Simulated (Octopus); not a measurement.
# BN under changes of volume

One of the cells (8.967 Å³/atom); the others are scaled copies at fixed shape and fractional positions:

```xyz
4
Lattice="2.4982 0.0000 0.0000 -1.2491 2.1635 0.0000 0.0000 0.0000 6.6357" Properties=species:S:1:pos:R:3 pbc="T T T"
N     1.2491    0.7212    1.6589
N     0.0000    1.4424    4.9768
B     1.2491    0.7212    4.9768
B     0.0000    1.4424    1.6589
```

- Program: Octopus 16.4
- Functional: PBE
- Potentials or basis: pseudodojo_pbe (PseudoDojo 0.5, PBE)
- Grid spacing: 0.119 × 0.119 × 0.123 Å
- k mesh: 12 × 12 × 4
- Occupations: fermi-dirac, width 0.05 eV
- Spin: no spin polarisation

```csv
volume (Å³/atom),energy over the lowest point (meV/atom),gap on the mesh (eV)
8.429,46.47,4.39
8.608,24.56,4.37
8.787,10.40,4.34
8.967,?,?
9.146,0.00,4.30
9.325,2.17,4.27
9.505,9.46,4.25
```

What does the run at 8.967 Å³/atom give?

Energy over the lowest point 1.76 meV/atom; gap on the mesh 4.32 eV.

Worked out: A Birch-Murnaghan fit of order 3 (a polynomial in V^(-2/3)) to the other rows has its minimum at 9.14 Å³/atom with B0 = V·E''(V) = 227 GPa and B' = 5.5 at fixed shape and positions, which overstates the stiffness. It gives 2.23 meV/atom at 8.967 Å³/atom, against the run's 1.76. A straight line through the other rows of the gap, of slope -1.18 eV per unit of ln V, gives 4.32 eV, against the run's 4.32.

Energies are extrapolated to zero smearing.

Caveats: this functional lacks dispersion, which binds the layers, so the pressure and a relaxed spacing across them are unreliable.

A mesh can miss the band edges.
